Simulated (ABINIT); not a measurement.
# TaSi2 (P6_222) in ABINIT: notebook

Aim: see how the results for TaSi2 move with the level of theory and the settings. Levels: LDA, PBEsol. Tasks: relaxation of cell and atoms.

All numbers are computed with ABINIT 10.8.3 (patched build); they aren't measurements. Logs are shortened: lines on timing, memory, paths and dates and some standing lists are left out, and cuts for length are marked. The log counts tension as positive stress, the text compression.

**1. Starting point**

The structure is hexagonal, space group P6_222 (No. 180). The conventional cell has a = 4.780 Å, b = 4.780 Å, c = 6.564 Å, α = 90.00°, β = 90.00°, γ = 120.00°. Ta (site symmetry 222) has 10 Si at 2.59 to 2.76 Å as nearest neighbours. Si (site symmetry 2) is surrounded by 5 Si at 2.59 to 2.76 Å and 5 Ta at 2.59 to 2.76 Å.

**2. Relaxation of cell and atoms, LDA**

Input file run.abi:

```
pp_dirpath "./"
pseudos "Ta.LDA_PW-JTH.xml, Si.LDA_PW-JTH.xml"

acell 3*1.0
rprim
     9.0328908757     0.0000000000     0.0000000000
    -4.5164454379     7.8227129680     0.0000000000
     0.0000000000     0.0000000000    12.4041622820
ntypat 2
znucl 73 14
natom 9
typat 1 1 1 2 2 2 2 2 2
xred
     0.0000000000     0.5000000000     0.1666666667
     0.5000000000     0.5000000000     0.8333333333
     0.5000000000     0.0000000000     0.5000000000
     0.3333000000     0.1666500000     0.1666666667
     0.1666500000     0.8333500000     0.8333333333
     0.8333500000     0.6667000000     0.5000000000
     0.6667000000     0.8333500000     0.1666666667
     0.8333500000     0.1666500000     0.8333333333
     0.1666500000     0.3333000000     0.5000000000
chkprim 0
chksymtnons 0
tolsym 1.0e-6

ecut 19.0
pawecutdg 38.0

kptopt 1
ngkpt 7 7 4
nshiftk 1
shiftk 0.0 0.0 0.0

ixc 7

nband 38
occopt 3
tsmear 0.05 eV

nstep 100
tolvrs 1.0e-9

iomode 3
prtwf 0
prtden 0
prteig 0
prtebands 0
enunit 2

ionmov 2
ntime 60
tolmxf 0.0001
optcell 2
dilatmx 1.08
ecutsm 0.5
```

Potentials or basis: JTH PAW LDA v2.0.

The run is started by

```sh
mpirun --bind-to none -np 4 abinit run.abi > log 2>&1
```

run.abo:

```text
.Version 10.8.3 of ABINIT
 Symmetries : space group P6_2 2 2 (#180); Bravais hP (primitive hexag.)
================================================================================
 Values of the parameters that define the memory need of the present run
     intxc =       0    ionmov =       2      iscf =      17    lmnmax =      18
     lnmax =       6     mgfft =      54  mpssoang =       3    mqgrid =    3718
     natom =       9  nloc_mem =       2    nspden =       1   nspinor =       1
    nsppol =       1      nsym =      12    n1xccc =       1    ntypat =       2
    occopt =       3   xclevel =       1
       mpw =        4394          nfft =       86400          nkpt =          24
Pmy_natom=         3
 PAW method is used; the additional fine FFT grid is defined by:
   mgfftf=        80    nfftf =    288000
================================================================================
================================================================================

--------------------------------------------------------------------------------
------------- Echo of variables that govern the present computation ------------
--------------------------------------------------------------------------------
 -outvars: echo values of preprocessed input variables --------
            acell      1.0000000000E+00  1.0000000000E+00  1.0000000000E+00 Bohr
              amu      1.80947900E+02  2.80855000E+01
          chkprim           0
      chksymtnons           0
          dilatmx      1.08000000E+00
             ecut      1.90000000E+01 Hartree
           ecutsm      5.00000000E-01 Hartree
           enunit           2
           ionmov           2
              ixc           7
         kptrlatt        7    0    0      0    7    0      0    0    4
          kptrlen      4.96166491E+01
            natom           9
            nband          38
            ngfft          40      40      54
          ngfftdg          60      60      80
             nkpt          24
            nstep         100
             nsym          12
            ntime          60
           ntypat           2
           occopt           3
          optcell           2
        pawecutdg      3.80000000E+01 Hartree
           prtden           0
        prtebands           0
           prteig           0
            prtwf           0
            rprim      9.0328908757E+00  0.0000000000E+00  0.0000000000E+00
                      -4.5164454379E+00  7.8227129680E+00  0.0000000000E+00
                       0.0000000000E+00  0.0000000000E+00  1.2404162282E+01
          spgroup         180
           tolmxf      1.00000000E-04
           tolsym      1.00000000E-06
           tolvrs      1.00000000E-09
           tsmear      1.83746611E-03 Hartree
            typat      1  1  1  2  2  2  2  2  2
           useylm           1
           xangst     -1.1949999992E+00  2.0698007136E+00  1.0939999993E+00
                       1.1949999992E+00  2.0698007136E+00  5.4699999963E+00
                       2.3899999984E+00 -3.0639205449E-16  3.2819999978E+00
                       1.1948804992E+00  6.8986457786E-01  1.0939999993E+00
                      -1.1951194992E+00  3.4497368494E+00  5.4699999963E+00
                       2.3899999984E+00  2.7598722716E+00  3.2819999978E+00
                       1.1951194992E+00  3.4497368494E+00  1.0939999993E+00
                       3.5851194976E+00  6.8986457786E-01  5.4699999963E+00
                      -8.8190617327E-12  1.3797291557E+00  3.2819999978E+00
            xcart     -2.2582227189E+00  3.9113564840E+00  2.0673603803E+00
                       2.2582227189E+00  3.9113564840E+00  1.0336801902E+01
                       4.5164454378E+00 -5.7899707014E-16  6.2020811410E+00
                       2.2579968966E+00  1.3036551161E+00  2.0673603803E+00
                      -2.2584485412E+00  6.5190578519E+00  1.0336801902E+01
                       4.5164454378E+00  5.2154027358E+00  6.2020811410E+00
                       2.2584485412E+00  6.5190578519E+00  2.0673603803E+00
                       6.7748939790E+00  1.3036551161E+00  1.0336801902E+01
                      -1.6665611362E-11  2.6073102322E+00  6.2020811410E+00
             xred     -5.9382921874E-17  5.0000000000E-01  1.6666666667E-01
                       5.0000000000E-01  5.0000000000E-01  8.3333333333E-01
                       5.0000000000E-01 -7.4014868308E-17  5.0000000000E-01
[... 1486 lines left out ...]
    3      0.00000000000000    -0.00000000000000    -0.00000000000000
    4      0.00005321026736     0.00003072096218    -0.00000000000000
    5      0.00005321026736    -0.00003072096218     0.00000000000000
    6     -0.00000000000000    -0.00006144192436    -0.00000000000000
    7     -0.00005321026736    -0.00003072096218    -0.00000000000000
    8     -0.00005321026736     0.00003072096218    -0.00000000000000
    9     -0.00000000000000     0.00006144192436    -0.00000000000000
 frms,max,avg= 2.8964001E-05 6.1441924E-05   0.000E+00  0.000E+00  0.000E+00 e/A
 length scales=  8.936486989365  8.936486989416 12.328312428585 bohr
              =  4.728985257095  4.728985257122  6.523861981674 angstroms
 Fermi (or HOMO) energy (hartree) =   0.26868   Average Vxc (hartree)=  -0.45532
 Eigenvalues (hartree) for nkpt=  24  k points:
 kpt#   1, nband= 38, wtk=  0.00510, kpt=  0.0000  0.0000  0.0000 (reduced coord)
  -2.21435   -2.21370   -2.21370   -0.99041   -0.99041   -0.99020   -0.98763   -0.98762
  -0.98369   -0.98362   -0.98322   -0.98322   -0.22871   -0.10512   -0.10512    0.02391
   0.05034    0.05034    0.05120    0.05120    0.09154    0.12375    0.12375    0.13824
   0.17437    0.17437    0.17706    0.17706    0.18153    0.18674    0.18674    0.21663
   0.29512    0.38445    0.38445    0.40014    0.40337    0.40450
      occupation numbers for kpt#   1
   2.00000    2.00000    2.00000    2.00000    2.00000    2.00000    2.00000    2.00000
   2.00000    2.00000    2.00000    2.00000    2.00000    2.00000    2.00000    2.00000
   2.00000    2.00000    2.00000    2.00000    2.00000    2.00000    2.00000    2.00000
   2.00000    2.00000    2.00000    2.00000    2.00000    2.00000    2.00000    2.00000
   0.00000    0.00000    0.00000    0.00000    0.00000    0.00000
 prteigrs : prtvol=0 or 1, do not print more k-points.

 Fermi (or HOMO) energy (eV) =   7.31106   Average Vxc (eV)= -12.38984
 Eigenvalues (   eV  ) for nkpt=  24  k points:
 kpt#   1, nband= 38, wtk=  0.00510, kpt=  0.0000  0.0000  0.0000 (reduced coord)
 -60.25559  -60.23790  -60.23786  -26.95054  -26.95051  -26.94482  -26.87465  -26.87464
 -26.76751  -26.76562  -26.75479  -26.75478   -6.22349   -2.86051   -2.86051    0.65065
   1.36992    1.36993    1.39323    1.39325    2.49093    3.36752    3.36753    3.76164
   4.74494    4.74496    4.81813    4.81813    4.93961    5.08142    5.08146    5.89481
   8.03049   10.46138   10.46140   10.88850   10.97622   11.00696
 prteigrs : prtvol=0 or 1, do not print more k-points.

--- !EnergyTerms
iteration_state     : {dtset: 1, itime: 9, icycle: 1, }
comment             : Components of total free energy in Hartree
kinetic             :  2.82738966878358E+01
hartree             :  3.51418693489871E+01
xc                  : -3.92303539531491E+01
Ewald energy        : -1.65766668317083E+02
psp_core            :  1.85103800371752E+01
local_psp           : -4.11604272863843E+01
PAW spherical_terms : -3.78170644177833E+01
internal            : -2.02048367900402E+02
'-kT*entropy'       : -9.39951384969154E-04
total_energy        : -2.02049307851787E+02
total_energy_eV     : -5.49804175668810E+03
...

--- !EnergyTermsDC
iteration_state     : {dtset: 1, itime: 9, icycle: 1, }
comment             : '"Double-counting" decomposition of free energy'
band_energy         : -2.76460446352648E+01
Ewald energy        : -1.65766668317083E+02
psp_core            :  1.85103800371752E+01
xc_dc               : -5.10332827125001E+01
PAW spherical_terms :  2.38872456727751E+01
internal            : -2.02048369954898E+02
'-kT*entropy'       : -9.39951384969154E-04
total_energy_dc     : -2.02049309906283E+02
total_energy_dc_eV  : -5.49804181259378E+03
...

--- !EnergyTermsWithPAWCore
iteration_state     : {dtset: 1, itime: 9, icycle: 1, }
comment             : 'Components of total free energy, including PAW core contributions'
Total energy        : -4.85216496423922E+04
Total energy DC     : -4.85216496444467E+04
Total energy (eV)   : -1.32034134971130E+06
Total energy DC (eV): -1.32034134976721E+06
...

 rms coord change=  6.5658E-03   atom, delta coord (reduced):
     1        0.000000000000      0.000000000000      0.000000000000
     2        0.000000000000      0.000000000000      0.000000000000
     3        0.000000000000      0.000000000000      0.000000000000
     4       -0.013928145885     -0.006964072942      0.000000000000
     5       -0.006964072942      0.006964072942      0.000000000000
     6        0.006964072942      0.013928145885      0.000000000000
     7        0.013928145885      0.006964072942      0.000000000000
     8        0.006964072942     -0.006964072942      0.000000000000
     9       -0.006964072942     -0.013928145885      0.000000000000

 Cartesian components of stress tensor (hartree/bohr^3)
  sigma(1 1)=  1.98460384E-07  sigma(3 2)=  0.00000000E+00
  sigma(2 2)=  1.98460212E-07  sigma(3 1)=  0.00000000E+00
  sigma(3 3)=  2.69679568E-08  sigma(2 1)=  1.38755541E-13

-Cartesian components of stress tensor (GPa)         [Pressure= -4.1571E-03 GPa]
- sigma(1 1)=  5.83890610E-03  sigma(3 2)=  0.00000000E+00
- sigma(2 2)=  5.83890101E-03  sigma(3 1)=  0.00000000E+00
- sigma(3 3)=  7.93424682E-04  sigma(2 1)=  4.08232895E-09

== END DATASET(S) ==============================================================
================================================================================

 -outvars: echo values of variables after computation  --------
            acell      8.9364869894E+00  8.9364869894E+00  1.2328312429E+01 Bohr
           etotal     -2.0204930991E+02
            fcart      1.7552529689E-24 -4.7057385755E-23 -8.2503245772E-25
                       1.7552532043E-24 -4.7057385687E-23 -1.9880300186E-25
                       1.7552527335E-24 -4.7057386638E-23 -8.2503245772E-25
                       1.0347749504E-06  5.9742759614E-07 -8.2503245772E-25
                       1.0347749504E-06 -5.9742759613E-07  8.4985176998E-24
                      -1.4042023751E-23 -1.1948551923E-06 -8.2503245772E-25
                      -1.0347749504E-06 -5.9742759614E-07 -8.2503245772E-25
                      -1.0347749504E-06  5.9742759613E-07 -3.3495199517E-24
                      -1.4042023751E-23  1.1948551923E-06 -8.2503245772E-25
            rprim      1.0000000000E+00  0.0000000000E+00  0.0000000000E+00
                      -5.0000000000E-01  8.6602540378E-01  0.0000000000E+00
                       0.0000000000E+00  0.0000000000E+00  1.0000000000E+00
           strten      1.9846038436E-07  1.9846021153E-07  2.6967956805E-08
                       0.0000000000E+00  0.0000000000E+00  1.3875554078E-13
           xangst     -1.1822463143E+00  2.0477106834E+00  1.0873103303E+00
                       1.1822463143E+00  2.0477106834E+00  5.4365516514E+00
                       2.3644926285E+00 -2.1440724524E-16  3.2619309908E+00
                       1.1327285922E+00  6.5398115765E-01  1.0873103303E+00
                      -1.2317640363E+00  3.4414402091E+00  5.4365516514E+00
                       2.3644926285E+00  2.7874590515E+00  3.2619309908E+00
                       1.2317640363E+00  3.4414402091E+00  1.0873103303E+00
                       3.5962566649E+00  6.5398115765E-01  5.4365516514E+00
                      -8.3589511372E-12  1.3079623153E+00  3.2619309908E+00
             xred     -2.8944921910E-17  5.0000000000E-01  1.6666666667E-01
                       5.0000000000E-01  5.0000000000E-01  8.3333333333E-01
                       5.0000000000E-01 -5.2352914643E-17  5.0000000000E-01
                       3.1937185412E-01  1.5968592706E-01  1.6666666667E-01
                       1.5968592706E-01  8.4031407294E-01  8.3333333333E-01
                       8.4031407294E-01  6.8062814588E-01  5.0000000000E-01
                       6.8062814588E-01  8.4031407294E-01  1.6666666667E-01
                       8.4031407294E-01  1.5968592706E-01  8.3333333333E-01
                       1.5968592706E-01  3.1937185412E-01  5.0000000000E-01
 Calculation completed.
```

It took 7.3 min on 4 MPI ranks of Arm Neoverse V2, shared host; peak memory 0.72 GiB.

What came out:

* Free energy: -5498.0418 eV
* Relaxed volume: 14.04 Å³/atom
* Relaxed cell: a = 4.729 Å, b = 4.729 Å, c = 6.524 Å, α = 90.00°, β = 90.00°, γ = 120.00°
* Space group after relaxing (to 0.05 Å): P6_222 (No. 180)
* Energy gained by relaxing: 20.5 meV/atom
* Ionic steps: 9
* Pressure after relaxing: 0.0 GPa
* Band gap on the k mesh: none (metal or under the smearing width)
* Valence electrons inside the program's atomic spheres: Ta 10.80, 10.81; Si 1.58, 1.59

The path:
```
step  energy change (eV)  largest force (eV/Å)  pressure (GPa)  volume (Å³)
   1              0.0000                0.6962           -4.70       129.88
   2             -0.0704                0.6439           -2.16       128.03
   3             -0.1393                0.4211            2.06       125.15
   4             -0.1586                0.2906            2.01       125.12
   5             -0.1824                0.0147            0.41       126.03
   6             -0.1839                0.0046           -0.01       126.31
   7             -0.1845                0.0007           -0.14       126.42
   8             -0.1846                0.0000           -0.05       126.38
   9             -0.1846                0.0001            0.00       126.35
```

Final structure:
```yaml
crystal:
  lattice:
    - [4.72899, 0.00000, 0.00000]
    - [-2.36449, 4.09542, 0.00000]
    - [0.00000, 0.00000, 6.52386]
  atoms:
    - { symbol: Ta, position: [0.00000, 0.50000, 0.16667] }
    - { symbol: Ta, position: [0.50000, 0.50000, 0.83333] }
    - { symbol: Ta, position: [0.50000, 0.00000, 0.50000] }
    - { symbol: Si, position: [0.31937, 0.15969, 0.16667] }
    - { symbol: Si, position: [0.15969, 0.84031, 0.83333] }
    - { symbol: Si, position: [0.84031, 0.68063, 0.50000] }
    - { symbol: Si, position: [0.68063, 0.84031, 0.16667] }
    - { symbol: Si, position: [0.84031, 0.15969, 0.83333] }
    - { symbol: Si, position: [0.15969, 0.31937, 0.50000] }
```

The run has no spin-orbit coupling, so splittings on Ta are missing. LDA usually gives volumes a few per cent too small.

[end of part 1 of 2]
